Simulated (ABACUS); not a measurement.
Crystal: Hf.

```
CELL_PARAMETERS angstrom
3.19670 0.00000 0.00000
-1.59835 2.76842 0.00000
0.00000 0.00000 5.05780
ATOMIC_POSITIONS crystal
Hf 0.66667 0.33333 0.75000
Hf 0.33333 0.66667 0.25000
```

Base run:

- Program: ABACUS 3.10.1
- Functional: rPW86PBE
- Potentials or basis: PseudoDojo NC SR 0.4.1 PBE standard
- Cutoff: 789 eV
- Density cutoff: 3157 eV
- Basis: plane waves
- k mesh: 8 × 8 × 4
- Occupations: fermi-dirac, width 0.05 eV
- Spin: no spin polarisation

Its results: band gap on the k mesh none (metal or under the smearing width); pressure 2.8 GPa.

Q: After a change of settings the same cell gave: band gap on the k mesh none (metal or under the smearing width); pressure -8.9 GPa. Which change was it?
A. functional from rPW86PBE to PBEsol; potentials or basis from PseudoDojo NC SR 0.4.1 PBE standard to SPMS ONCV 1.0 PBE; cutoff from 789 eV to 816 eV; density cutoff from 3157 eV to 3265 eV
B. functional from rPW86PBE to PBE; k mesh from 8 × 8 × 4 to 10 × 10 × 5
C. functional from rPW86PBE to LDA; potentials or basis from PseudoDojo NC SR 0.4.1 PBE standard to PseudoDojo NC SR 0.4.1 LDA standard

A: C.

Caveats: the potentials were made for another functional, which shifts forces and pressure (some runs).

Not every run made on this cell is shown here.
